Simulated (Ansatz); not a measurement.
This TaSi2 structure is the end of a relaxation. The cell was found from a structure generator's guess, not taken from experiment.

The calculation used DFT PBE, scalar-relativistic, plane waves, PAW (Ansatz). Cutoff 420 eV, Γ-centred mesh, Gaussian smearing, no spin polarisation.

```xyz
3
Lattice="2.4434 -1.5563 0.0000 2.4434 1.5563 0.0000 -0.0606 0.0000 6.1415" Properties=species:S:1:pos:R:3 pbc="T T T"
Ta   -0.0303    0.0000    3.0708
Si    3.1817    0.0000    5.1520
Si    1.6445    0.0000    0.9895
```

Energies over the elements count from the elements' standard structures at the same level, with no fitted energy shifts.

**Question.** What space group does it have?

**Answer.** C2/m (No. 12), with Ta and Si ordered on fcc sites. Conventional cell: a = 4.887 Å, b = 3.113 Å, c = 6.142 Å, β = 90.6°. Ta has 6 Si at 2.67–2.71 Å, 4 Ta at 2.90 Å and 2 Ta at 3.11 Å; Si is surrounded by 3 Si at 2.54–2.66 Å, 3 Ta at 2.67–2.71 Å, 4 Si at 2.90 Å and 2 Si at 3.11 Å.

**Question.** How far does it lie from the elements in energy?

**Answer.** −0.02 eV/atom. The formation energy is too near zero to say whether this cell lies below the elements.

**Question.** Is it a metal?

**Answer.** Yes, bands cross the Fermi level on the 18×18×8 mesh.

The last run used an 18×18×8 mesh (in the run's order of axes) for its 3-atom cell and Gaussian smearing of 0.10 eV. For metals, differences of a few meV/atom aren't resolved. Spin–orbit coupling, which can matter for Ta, is left out. The cell is a metal run without spin; a magnetic state may lie lower. This cell was reached by moving the atoms of another relaxed cell at random and relaxing again, last within the group found; it had no such test of its own. Another cell of TaSi2 relaxed alike, in R-3m, lies 137 meV/atom lower, so this cell isn't the stable form at this level.
